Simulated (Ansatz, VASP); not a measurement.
**Sn in VASP and in Ansatz**

```
CELL_PARAMETERS angstrom
3.20606 0.00000 0.00000
-1.60303 2.77653 0.00000
0.00000 0.00000 3.13386
ATOMIC_POSITIONS crystal
Sn 0.00000 0.00000 0.00000
```

Alike in both runs: functional r2SCAN; k mesh 6 × 6 × 6; occupations gaussian, width 0.1 eV; no spin polarisation.

Ansatz relaxed the structure, and its values are those at the end. VASP's run is a single point on that final structure, the one shown.

|  | VASP | Ansatz |
| --- | --- | --- |
| version | VASP 6.6.1 | Ansatz 0.2.0 |
| potentials or method | VASP PAW PBE potentials, release 64 (Sn_d) | scalar-relativistic, plane waves, PAW |
| plane-wave cutoff (eV) | 520 | 500 |
| valence electrons in the cell | 14 | 14 |

```csv
,VASP,Ansatz,Ansatz less VASP
gap on the k mesh at the Fermi level (eV),none,none,-
pressure (GPa),0.0,0.0,+0.03
```

A gap of «none» marks a metal or a gap that the smearing closes.

Caveats: the k mesh is coarse (spacing up to 0.38 Å⁻¹), so the values aren't converged; the PAW data sets were made with another functional, which shifts forces and pressure a little (VASP).
